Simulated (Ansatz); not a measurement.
All numbers below come from DFT PBE, scalar-relativistic, plane waves, PAW in Ansatz 0.2.0. All cells share a 420 eV cutoff and Γ-centred k meshes spaced at most about 0.3 Å⁻¹ (2π included). No spin polarisation in the final relaxations.

These are static total energies at zero pressure.

Two relaxed structures of PbSe:

A.

```
CELL_PARAMETERS angstrom
4.26722 0.00000 0.00000
-2.13361 3.69552 0.00000
0.00000 0.00000 7.92769
ATOMIC_POSITIONS crystal
Pb 0.66667 0.33333 0.22786
Pb 0.33333 0.66667 0.72786
Se 0.00000 0.00000 0.52199
Se 0.00000 0.00000 0.02199
```

B.

```
CELL_PARAMETERS angstrom
4.26998 0.00000 0.00000
-2.13499 3.69791 0.00000
0.00000 0.00000 7.64627
ATOMIC_POSITIONS crystal
Pb 0.66667 0.33333 0.75000
Pb 0.33333 0.66667 0.25000
Se 0.00000 0.00000 0.00000
Se 0.00000 0.00000 0.50000
```

**Question.** Which would you expect to be lower, and how large is the difference?

**Answer.** A is lower, by 7 meV/atom. The two are nearly one structure: a small distortion parts them. A has space group P6_3mc (No. 186), 31.3 Å³/atom and a gap of 0.72 eV on its mesh; B has the anti-nickel arsenide type, space group P6_3/mmc (No. 194), 30.2 Å³/atom and a gap of 0.38 eV. Counting Se atoms around Pb (those within 1.25 times the shortest such distance or 1.15 times the sum of covalent radii; a plus sign parts nearer from farther groups), A has Pb 3+3 and B has Pb 6. The lower one is the more open, so pressure narrows the difference. In A, Pb is surrounded by 3 Se at 2.96 Å and 3 Se at 3.39 Å; Se is surrounded by 3 Pb at 2.96 Å and 3 Pb at 3.39 Å. In B, Pb has 6 Se at 3.12 Å; around Se lie 6 Pb at 3.12 Å. Both come from invented guesses. The part of the Crystallography Open Database at hand lists PbSe in space group No. 225, which no cell shown has.

These runs have no spin–orbit coupling, which can matter for Pb. Kohn–Sham gaps at this level usually fall short of measured ones. The missing spin–orbit coupling can work the other way here. Cells relaxed within their symmetry can be saddle points. The P6_3mc cell of PbSe came from shaking the P6_3/mmc one.
